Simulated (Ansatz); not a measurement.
What does this script print? It uses Ansatz 0.2.0 through its Python package.

`pdos_sio2.py`:
```python
import warnings

import ansatz as az
import numpy as np


def main() -> None:
    warnings.simplefilter("ignore", az.DeckWarning)

    sio2 = (
        az.Lattice.from_parameters(5.013, 5.013, 5.47, alpha=90.0, beta=90.0, gamma=120.0)
        .atom("Si", (0.5, 0.5, 1 / 3))
        .atom("Si", (0.0, 0.5, 2 / 3))
        .atom("Si", (0.5, 0.0, 0.0))
        .atom("O", (0.197, 0.803, 5 / 6))
        .atom("O", (0.394, 0.197, 1 / 6))
        .atom("O", (0.197, 0.394, 0.5))
        .atom("O", (0.803, 0.197, 5 / 6))
        .atom("O", (0.606, 0.803, 1 / 6))
        .atom("O", (0.803, 0.606, 0.5))
    )

    model = (
        sio2.calculation()
        .functional("pbesol", dispersion="d3bj")
        .kpoints(mesh=(6, 6, 4))
        .occupations("fixed")
        .basis(38 * az.Ry)
        .scf(tolerance=1e-10)
        .scf(extra_bands=24)
        .density_of_states(projected=True, energy_step=0.05)
    )
    out = model.run()
    rep = out.report

    dos = out.density_of_states()
    energy = np.asarray(dos.energies_ev) - dos.fermi_ev
    curves = {}
    for site in out.projected_density_of_states().sites:
        for shell in site.shells:
            weight = sum(np.sum(curve.g_bin_mean_per_ev, axis=0) for curve in shell.curves)
            name = f"{site.species} {shell.label}"
            curves[name] = curves.get(name, 0) + weight

    print("E-EF   " + " ".join(f"{name:>8s}" for name in curves))
    for e in np.arange(-8, 4 + 0.1, 1.0):
        print(f"{e:5.1f}  " + " ".join(f"{np.interp(e, energy, g):8.3f}" for g in curves.values()))


if __name__ == "__main__":
    main()
```

```console
$ python pdos_sio2.py
E-EF      Si 3S    Si 3P     O 2S     O 2P
 -8.0     0.057    0.015    0.012    0.183
 -7.0     0.117    0.099    0.035    0.641
 -6.0     0.091    0.553    0.030    2.213
 -5.0     0.040    1.264    0.036    4.989
 -4.0     0.000    0.006    0.000    0.034
 -3.0     0.061    0.639    0.416    5.722
 -2.0     0.012    0.143    0.074    3.023
 -1.0     0.014    0.201    0.064    8.148
  0.0     0.000    0.000    0.000    0.093
  1.0     0.000    0.000    0.000    0.000
  2.0     0.000    0.000    0.000    0.000
  3.0     0.000    0.000    0.000    0.000
  4.0     0.000    0.000    0.000    0.000
```

Caveats:
- Semilocal gaps usually lie well under measured ones.
- The Fermi level of a run with fixed occupations marks the highest occupied state on its mesh, not mid-gap.
- This is a high-temperature or high-pressure form, not the ambient phase.
- The crystal has a gap of about 5.50 eV on the mesh; bins of finite width blur the band edges.
- The starting cell is as deposited in a crystallographic database; the results hold for this polymorph, which needn't be the stable one.
- Curves are summed over the cell's atoms. Only shells that the potentials hold have channels, so projections don't add up to the total, least of all where a shell is missing (p of most metals); heights and places of peaks move with the mesh.
- The density of states is complete only as far up as bands were computed.
- Timing: 16 s on 1 thread of Arm Neoverse V1 (shared host), peak memory 0.47 GiB.
